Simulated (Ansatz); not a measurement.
Base system: Ti₃SiC₂ (space group P6_3/mmc, No. 194; a = 3.073 Å, c = 17.723 Å).

(Cell as relaxed with PBE.)

Levels (all Ansatz, a quantum-chemistry and plane-wave program, PAW): PBE (420 eV, scalar-relativistic without spin-orbit coupling); r2SCAN (500 eV, spin-orbit coupling left out).

Each level relaxes its own structure.

```json
[
 {"quantity": "volume per atom", "PBE": "12.08 Å³", "r2SCAN": "___"},
 {"quantity": "lattice parameter a", "PBE": "3.073 Å", "r2SCAN": "___"},
 {"quantity": "lattice parameter c", "PBE": "17.723 Å", "r2SCAN": "___"},
 {"quantity": "band gap", "PBE": "zero", "r2SCAN": "___"}
]
```

Question: Given the PBE results, estimate those of r2SCAN.

Answer: 
- volume per atom, r2SCAN: 12.00 Å³
- lattice parameter a, r2SCAN: 3.067 Å
- lattice parameter c, r2SCAN: 17.676 Å
- band gap, r2SCAN: zero

PBE's volume per atom lies 0.08 Å³ above r2SCAN's (0.6 %); PBE's lattice parameter a lies 0.0055 Å above r2SCAN's (0.2 %); PBE's lattice parameter c lies 0.047 Å above r2SCAN's (0.3 %); the two agree on the band gap. Neither level is exact; r2SCAN is the comparison here, not a measurement.

Stability against distortions was not tested. The final runs are not spin-polarised.
